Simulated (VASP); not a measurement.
A run of VASP 6.6.1:

POSCAR

```
BaS
1.0
    5.5782882504      0.0000000000      0.0000000000
   -2.7891441252      4.8309393345      0.0000000000
    0.0000000000      0.0000000000      6.3068088363
Ba S
2 2
Direct
    0.3333333333      0.6666666667      0.2500000000
    0.6666666667      0.3333333333      0.7500000000
    0.6666666667      0.3333333333      0.2500000000
    0.3333333333      0.6666666667      0.7500000000
```

INCAR.step1

```
PREC     = Accurate       # precision mode
ENCUT    = 520            # plane-wave cutoff, eV
ISMEAR   = 0              # smearing method
SIGMA    = 0.01           # smearing width, eV
LREAL    = F              # projectors in reciprocal space
LASPH    = T              # aspherical terms in the spheres
NELM     = 100            # most SCF steps
NBANDS   = 24             # bands
GGA      = PE             # functional
ALGO     = Normal         # electronic algorithm
EDIFF    = 1E-4           # SCF threshold, eV
LWAVE    = T              # write WAVECAR
LCHARG   = F              # write CHGCAR
```

The input INCAR.step2:

```
PREC     = Accurate       # precision mode
ENCUT    = 520            # plane-wave cutoff, eV
EDIFF    = 1E-7           # SCF threshold, eV
ISMEAR   = 0              # smearing method
SIGMA    = 0.01           # smearing width, eV
LREAL    = F              # projectors in reciprocal space
LASPH    = T              # aspherical terms in the spheres
NELM     = 100            # most SCF steps
ALGO     = Normal         # electronic algorithm
ISIF     = 2              # what is computed and relaxed
LWAVE    = F              # write WAVECAR
LCHARG   = T              # write CHGCAR
METAGGA  = R2SCAN         # meta-GGA
LMIXTAU  = T            
LELF     = T              # ELF
LVHAR    = T            
NBANDS   = 24             # bands
ISTART   = 1
```

The input KPOINTS:

```
regular mesh
0
Gamma
  6 6 4
```

Potentials or basis: VASP PAW PBE potentials, release 64 (Ba_sv, S).

Launch:

```bash
$ cat potpaw_PBE.64/Ba_sv/POTCAR potpaw_PBE.64/S/POTCAR > POTCAR
$ cp INCAR.step1 INCAR
$ mpirun -np 1 vasp_std > vasp.out
$ cp INCAR.step2 INCAR
$ mpirun -np 1 vasp_std > vasp.out
```

Hardware: 1 thread of Intel(R) Xeon(R) Platinum 8259CL CPU @ 2.50GHz (Skylake/Cascade Lake) (shared host).

**Question.** How long does it take, and how much memory?

**Answer.** Run time: 5.8 min on 1 thread of Intel(R) Xeon(R) Platinum 8259CL CPU @ 2.50GHz (Skylake/Cascade Lake), with other jobs on the host, peak memory 0.35 GiB. Counts: scf iterations 15, k points 21.
